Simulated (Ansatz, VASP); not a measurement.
# TiAl3 in VASP and in Ansatz

```
Ti Al
1.0
    -1.88431    1.88431    4.21940
     1.88431   -1.88431    4.21940
     1.88431    1.88431   -4.21940
Ti Al
1 3
Direct
  0.00000 0.00000 0.00000
  0.50000 0.50000 0.00000
  0.75000 0.25000 0.50000
  0.25000 0.75000 0.50000
```

Alike in both runs: task relaxation of shape and atoms at fixed volume; functional PBE; k mesh 16 × 16 × 16; occupations gaussian, width 0.1 eV; no spin polarisation.

```csv
,VASP,Ansatz
version,VASP 6.6.1,Ansatz 0.2.0
potentials or method,"VASP PAW PBE potentials, release 64 (Ti_sv, Al)","scalar-relativistic, plane waves, PAW"
plane-wave cutoff (eV),600,420
valence electrons in the cell,21,21
```

```tsv
	VASP	Ansatz	Ansatz less VASP
gap on the k mesh at the Fermi level, each at its own relaxed structure (eV)	none	none	-
relaxed volume (Å³/atom)	14.98	14.98	0.000
relaxed cell length with the largest relative difference (Å)	4.990	4.990	0.0000
```

A gap of «none» marks a metal or a gap that the smearing closes.

Caveats: the relaxation stopped at its first step, so nothing moved.
